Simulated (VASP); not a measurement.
A run of VASP 6.6.1 is set up as follows.

File INCAR:

```
SYSTEM = AgCl
PREC = Accurate ; ENCUT = 520
EDIFF = 1E-6 ; ISMEAR = -1
SIGMA = 0.01 ; LREAL = .FALSE.
LASPH = .TRUE. ; NELM = 100
ALGO = Normal ; ISIF = 2
LWAVE = .FALSE. ; LCHARG = .FALSE.
GGA = PE ; NBANDS = 16
```

The input KPOINTS:

```
regular mesh
0
G
  9 9 9
  0 0 0
```

POSCAR

```
AgCl
1.0
    0.0000000000      2.7915157670      2.7915157670
    2.7915157670      0.0000000000      2.7915157670
    2.7915157670      2.7915157670      0.0000000000
Ag Cl
1 1
Direct
    0.5000000000      0.5000000000      0.5000000000
    0.0000000000      0.0000000000      0.0000000000
```

Potentials or basis: VASP PAW PBE potentials, release 64 (Ag, Cl).

The run is started by

```bash
$ cat potpaw_PBE.64/Ag/POTCAR potpaw_PBE.64/Cl/POTCAR > POTCAR
$ mpirun -np 1 vasp_std > vasp.out
```

(1) What does it give for the band gap on the k mesh?

(2) Estimate the pressure.

Answers

(1) 0.96 eV, indirect (least direct gap 3.08 eV).

(2) 0.5 GPa.

Caveat: an odd mesh through Γ misses points on the zone boundary, where band edges often lie.
